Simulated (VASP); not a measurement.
# AlP (F-43m) in VASP: single point with r2SCAN

Aim: the single point of AlP with r2SCAN.

Program: VASP 6.6.1. These are calculated values, not measurements. Logs are shortened: lines on timing, memory, paths and dates and some standing lists are left out, and cuts for length are marked.

**What was measured.**

From a printed reference work, data compilation, for a bulk crystal of AlP at 4.2 K: band gap 2.505 eV (indirect).

The runs below are set against these values where they give the same quantity.

## Step 1: The cell of the first run

It takes space group F-43m (No. 216, cubic). Conventional cell: a = 5.451 Å, b = 5.451 Å, c = 5.451 Å, α = 90.00°, β = 90.00°, γ = 90.00°. Al (site symmetry -43m) has 4 P at 2.36 Å within 3.1 Å. Within 3.1 Å of P (site symmetry -43m) lie 4 Al at 2.36 Å.

## Step 2: Single point, r2SCAN

File POSCAR:

```
AlP
1.0
    0.0000000000      2.7255000000      2.7255000000
    2.7255000000      0.0000000000      2.7255000000
    2.7255000000      2.7255000000      0.0000000000
Al P
1 1
Direct
    0.0000000000      0.0000000000      0.0000000000
    0.7500000000      0.7500000000      0.7500000000
```

File INCAR.step1:

```
PREC     = Accurate       # precision mode
ENCUT    = 550            # plane-wave cutoff, eV
ISMEAR   = 0              # smearing method
SIGMA    = 0.1            # smearing width, eV
LREAL    = F              # projectors in reciprocal space
LASPH    = T              # aspherical terms in the spheres
NELM     = 120            # most SCF steps
NBANDS   = 11             # bands
GGA      = PE             # functional
ALGO     = Normal         # electronic algorithm
EDIFF    = 1E-5           # SCF threshold, eV
LWAVE    = T              # write WAVECAR
LCHARG   = F              # write CHGCAR
GGA_COMPAT= F
```

File INCAR.step2:

```
PREC     = Accurate       # precision mode
ENCUT    = 550            # plane-wave cutoff, eV
EDIFF    = 1E-6           # SCF threshold, eV
ISMEAR   = 0              # smearing method
SIGMA    = 0.1            # smearing width, eV
LREAL    = F              # projectors in reciprocal space
LASPH    = T              # aspherical terms in the spheres
NELM     = 120            # most SCF steps
ALGO     = Normal         # electronic algorithm
ISIF     = 2              # what is computed and relaxed
LWAVE    = F              # write WAVECAR
LCHARG   = T              # write CHGCAR
METAGGA  = R2SCAN         # meta-GGA
LMIXTAU  = T            
LELF     = T              # ELF
LVHAR    = T            
NBANDS   = 11             # bands
ISTART   = 1            
GGA_COMPAT= F
```

File KPOINTS:

```
Automatic mesh
0
Gamma
  6 6 6
```

Potentials or basis: VASP PAW PBE potentials, release 64 (Al, P).

Launch:

```bash
$ cat potpaw_PBE.64/Al/POTCAR potpaw_PBE.64/P/POTCAR > POTCAR
$ cp INCAR.step1 INCAR
$ mpirun -np 1 vasp_std > vasp.out
$ cp INCAR.step2 INCAR
$ mpirun -np 1 vasp_std > vasp.out
```

OUTCAR:

```text
PREC = Accurate
   ENCUT = 550
   EDIFF = 1E-6
   ISMEAR = 0
   LREAL = F
   LASPH = T
   NELM = 120
   ISIF = 2
   METAGGA = R2SCAN
   ISTART = 1

 ion  position               nearest neighbor table
   1  0.000  0.000  0.000-   2 2.36   2 2.36   2 2.36   2 2.36
   2  0.750  0.750  0.750-   1 2.36   1 2.36   1 2.36   1 2.36

  LATTYP: Found a face centered cubic cell.
 ALAT       =     5.4510000000

  Lattice vectors:

 A1 = (   0.0000000000,   2.7255000000,   2.7255000000)
 A2 = (   2.7255000000,   0.0000000000,   2.7255000000)
 A3 = (   2.7255000000,   2.7255000000,   0.0000000000)

Analysis of symmetry for initial positions (statically):
=====================================================================
 Subroutine PRICEL returns:
 Original cell was already a primitive cell.

 Routine SETGRP: Setting up the symmetry group for a
 face centered cubic supercell.

 Subroutine GETGRP returns: Found 24 space group operations
 (whereof 24 operations were pure point group operations)
 out of a pool of 48 trial point group operations.

The static configuration has the point symmetry T_d .

Analysis of symmetry for dynamics (positions and initial velocities):
=====================================================================
 Subroutine PRICEL returns:
 Original cell was already a primitive cell.

 Routine SETGRP: Setting up the symmetry group for a
 face centered cubic supercell.

 Subroutine GETGRP returns: Found 24 space group operations
 (whereof 24 operations were pure point group operations)
 out of a pool of 48 trial point group operations.

The dynamic configuration has the point symmetry T_d .

 Subroutine INISYM returns: Found 24 space group operations
 (whereof 24 operations are pure point group operations),
 and found     1 'primitive' translations

----------------------------------------------------------------------------------------

                                     Primitive cell

  volume of cell :      40.4919

  direct lattice vectors                    reciprocal lattice vectors
     0.000000000  2.725500000  2.725500000    -0.183452578  0.183452578  0.183452578
     2.725500000  0.000000000  2.725500000     0.183452578 -0.183452578  0.183452578
     2.725500000  2.725500000  0.000000000     0.183452578  0.183452578 -0.183452578

  length of vectors
     3.854439064  3.854439064  3.854439064     0.317749185  0.317749185  0.317749185

  position of ions in fractional coordinates (direct lattice)
     0.000000000  0.000000000  0.000000000
     0.750000000  0.750000000  0.750000000

  ion indices of the primitive-cell ions
   primitive index   ion index
                 1           1
                 2           2

----------------------------------------------------------------------------------------

 KPOINTS: Automatic mesh

Automatic generation of k-mesh.
 Grid dimensions read from file:
 generate k-points for:    6    6    6

 Generating k-lattice:

  Cartesian coordinates                     Fractional coordinates (reciprocal lattice)
    -0.030575430  0.030575430  0.030575430     0.166666667  0.000000000  0.000000000
     0.030575430 -0.030575430  0.030575430     0.000000000  0.166666667  0.000000000
     0.030575430  0.030575430 -0.030575430     0.000000000  0.000000000  0.166666667

  Length of vectors
     0.052958198  0.052958198  0.052958198

  Shift w.r.t. Gamma in fractional coordinates (k-lattice)
     0.000000000  0.000000000  0.000000000

 Subroutine IBZKPT returns following result:
 ===========================================

 Found     16 irreducible k-points:

 Following reciprocal coordinates:
            Coordinates               Weight
  0.000000  0.000000  0.000000      1.000000
  0.166667  0.000000  0.000000      8.000000
  0.333333  0.000000  0.000000      8.000000
  0.500000  0.000000  0.000000      4.000000
  0.166667  0.166667  0.000000      6.000000
  0.333333  0.166667  0.000000     24.000000
[... 8 lines left out ...]
 -0.333333  0.333333  0.166667     24.000000
 -0.333333  0.500000  0.166667     12.000000
   k-points           NKPTS =     16   k-points in BZ     NKDIM =     16   number of bands    NBANDS=     11
   number of dos      NEDOS =    301   number of ions     NIONS =      2
   total plane-waves  NPLWV =  27000
   dimension x,y,z NGX =    30 NGY =   30 NGZ =   30
   dimension x,y,z NGXF=    60 NGYF=   60 NGZF=   60
   ions per type =               1   1
   NGX,Y,Z   is equivalent  to a cutoff of  12.94, 12.94, 12.94 a.u.
   NGXF,Y,Z  is equivalent  to a cutoff of  25.88, 25.88, 25.88 a.u.
 SYSTEM =  unknown system
   PREC   = accura    normal or accurate (medium, high low for compatibility)
   ISTART =      1    job   : 0-new  1-cont  2-samecut
   ICHARG =      0    charge: 1-file 2-atom 10-const
   ISPIN  =      1    spin polarized calculation?
   LNONCOLLINEAR =      F non collinear calculations
   LSORBIT =      F    spin-orbit coupling
   LASPH  =      T    aspherical Exc in radial PAW
   ENCUT  =  550.0 eV  40.42 Ry    6.36 a.u.   7.37  7.37  7.37*2*pi/ulx,y,z
   NELM   =    120;   NELMIN=  2; NELMDL=  0     # of ELM steps
   EDIFF  = 0.1E-05   stopping-criterion for ELM
   LREAL  =      F    real-space projection
   EDIFFG = 0.1E-04   stopping-criterion for IOM
   NSW    =      0    number of steps for IOM
   IBRION =     -1    ionic relax: 0-MD 1-quasi-New 2-CG
   NFREE  =      0    steps in history (QN), initial steepest desc. (CG)
   ISIF   =      2    stress and relaxation
   ISYM   =      2    0-nonsym 1-usesym 2-fastsym
   POTIM  = 0.5000    time-step for ionic-motion
   TEBEG  =    0.0;   TEEND  =   0.0 temperature during run
   PSTRESS=    0.0 pullay stress
   NELECT =       8.0000    total number of electrons
   NUPDOWN=      -1.0000    fix difference up-down
   EMIN   =  10.00;   EMAX   =-10.00  energy-range for DOS
   EFERMI =   0.00;   METHOD = LEGACY
   ISMEAR =     0;   SIGMA  =   0.10  broadening in eV -4-tet -1-fermi 0-gaus
   EFERMI_NEDOS =   21; number of points for ismear=-14 and -15
   IALGO  =     38    algorithm
   IMIX   =      4    mixing-type and parameters
     AMIX     =   0.40;   BMIX     =  1.00
     AMIX_MAG =   1.60;   BMIX_MAG =  1.00
  volume/ion in A,a.u.               =      20.25       136.63
  Fermi-wavevector in a.u.,A,eV,Ry     =   0.953488  1.801831 12.369596  0.909140
  Thomas-Fermi vector in A             =   2.082148
   LORBIT       =      0    0 simple, 1 ext, 2 COOP (PROOUT), +10 PAW based schemes
   METAGGA = R2SCAN    functional components
   LHFCALC =     F    Hartree Fock is set to
   AEXX    =    0.0000 exact exchange contribution
   IVDW    =     0    specifies the selected vdW correction
   LEPSILON=     F    determine dielectric tensor
   LRPA    =     F    only Hartree local field effects (RPA)
 non-spin polarized calculation
 Gauss-broadening in eV      SIGMA  =   0.10
  energy-cutoff  :      550.00
  volume of cell :       40.49
 maximum number of plane-waves:      1243
 NGX is ok and might be reduce to    30
   NGX = 15   NGY = 15   NGZ = 15

 number of electron       7.9999999 magnetization

 Free energy of the ion-electron system (eV)
  ---------------------------------------------------
  ext. energy  EPLUGINS =         0.00000000
  ---------------------------------------------------
  free energy    TOTEN  =       -17.20155620 eV

  energy without entropy =      -17.20155620  energy(sigma->0) =      -17.20155620

 E-fermi :   4.8875     XC(G=0):  -9.6487

 val. band max:        4.4560228076   @ k =   0.0000   0.0000   0.0000
 cond. band min:       6.3544560838   @ k =   0.5000   0.5000   0.0000
 fundamental gap:      1.8984332762
 Fermi energy:         4.8875244658

 k-point     1 :       0.0000    0.0000    0.0000
  band No.  band energies     occupation
      1      -7.5621      2.00000
      2       4.4560      2.00000
      3       4.4560      2.00000
      4       4.4560      2.00000
      5       8.5046      0.00000
      6       9.4384      0.00000
      7       9.4384      0.00000
      8       9.4384      0.00000
      9      13.7700      0.00000
     10      13.7700      0.00000
     11      15.6913      0.00000

 k-point     2 :       0.1667    0.0000    0.0000
  band No.  band energies     occupation
      1      -7.2439      2.00000
      2       2.5749      2.00000
      3       4.2057      2.00000
      4       4.2057      2.00000
      5       8.6541      0.00000
      6       9.8947      0.00000
      7       9.8947      0.00000
      8      10.7482      0.00000
      9      13.1381      0.00000
     10      13.1381      0.00000
     11      16.1685      0.00000

 k-point     3 :       0.3333    0.0000    0.0000
  band No.  band energies     occupation
      1      -6.4167      2.00000
      2       0.0067      2.00000
      3       3.8185      2.00000
      4       3.8185      2.00000
      5       8.0463      0.00000
      6       9.9275      0.00000
      7       9.9275      0.00000
      8      13.1161      0.00000
      9      14.1650      0.00000
     10      14.1650      0.00000
     11      15.6380      0.00000

 k-point     4 :       0.5000    0.0000    0.0000
  band No.  band energies     occupation
      1      -5.8040      2.00000
      2      -1.2394      2.00000
      3       3.6613      2.00000
      4       3.6613      2.00000
      5       7.8025      0.00000
      6       9.6787      0.00000
      7       9.6787      0.00000
      8      13.4221      0.00000
      9      16.6400      0.00000
     10      16.6400      0.00000
     11      17.2771      0.00000
[... 127 lines left out ...]
 k-point    14 :       0.5000    0.3333    0.1667
  band No.  band energies     occupation
      1      -5.7617      2.00000
      2      -0.0662      2.00000
      3       1.6991      2.00000
      4       2.8165      2.00000
      5       8.7096      0.00000
      6       9.7609      0.00000
      7      10.4959      0.00000
      8      13.3175      0.00000
      9      14.5091      0.00000
     10      16.8110      0.00000
     11      18.7396      0.00000

 k-point    15 :      -0.3333    0.3333    0.1667
  band No.  band energies     occupation
      1      -5.2815      2.00000
      2      -0.6590      2.00000
      3       1.2318      2.00000
      4       2.4109      2.00000
      5       8.8990      0.00000
      6       9.9333      0.00000
      7      11.9295      0.00000
      8      12.6858      0.00000
      9      14.0719      0.00000
     10      17.2592      0.00000
     11      18.2576      0.00000

 k-point    16 :      -0.3333    0.5000    0.1667
  band No.  band energies     occupation
      1      -5.0707      2.00000
      2      -0.7070      2.00000
      3       1.4411      2.00000
      4       1.7090      2.00000
      5       8.1365      0.00000
      6       9.2136      0.00000
      7      12.7525      0.00000
      8      13.0941      0.00000
      9      16.6462      0.00000
     10      17.1662      0.00000
     11      18.7194      0.00000

------------------------ aborting loop because EDIFF is reached ----------------------------------------

  FORCE on cell =-STRESS in cart. coord.  units (eV):
  Direction    XX          YY          ZZ          XY          YZ          ZX
  --------------------------------------------------------------------------------------
  -------------------------------------------------------------------------------------
  Total        0.2869466      0.2869466      0.2869466      0.0000000     -0.0000000     -0.0000000
  in kB       11.3538505     11.3538505     11.3538505      0.0000000     -0.0000000     -0.0000000
  external PRESSURE =      11.3538505 kB  Pullay stress =       0.0000000 kB

 VOLUME and BASIS-vectors are now :
 -----------------------------------------------------------------------------
  energy-cutoff  :      550.00
  volume of cell :       40.49
      direct lattice vectors                 reciprocal lattice vectors
     0.000000000  2.725500000  2.725500000    -0.183452578  0.183452578  0.183452578
     2.725500000  0.000000000  2.725500000     0.183452578 -0.183452578  0.183452578
     2.725500000  2.725500000  0.000000000     0.183452578  0.183452578 -0.183452578

 POSITION                                       TOTAL-FORCE (eV/Angst)
 -----------------------------------------------------------------------------------
      0.00000      0.00000      0.00000         0.000000      0.000000      0.000000
      4.08825      4.08825      4.08825        -0.000000     -0.000000     -0.000000
 -----------------------------------------------------------------------------------
    total drift:                                0.000000      0.000000      0.000000

  FREE ENERGIE OF THE ION-ELECTRON SYSTEM (eV)
  ---------------------------------------------------
  free  energy   TOTEN  =       -17.2015562025 eV

  energy  without entropy=      -17.2015562025  energy(sigma->0) =      -17.20155620
```

Run time: 32 s. Hardware: 1 thread of Intel Xeon Platinum 8488C (Sapphire Rapids), shared host; peak memory 0.17 GiB.

Results:

| Item | Value |
| --- | --- |
| Free energy | -17.2016 eV |
| Pressure | 1.1 GPa |
| Band gap on the k mesh | 1.90 eV, indirect (least direct gap 4.05 eV) |

Caveat: the PAW data sets were made with another functional, which shifts forces and pressure a little.

## Step 3: Comparison with measurements

Step 2. A measured gap of AlP is 2.505 eV (indirect; 4.2 K; a printed reference work, data compilation); the calculated 1.90 eV misses it by -0.61 eV. The value is that of r2SCAN on a finite k mesh, which can miss the band edges, without temperature or zero-point motion.
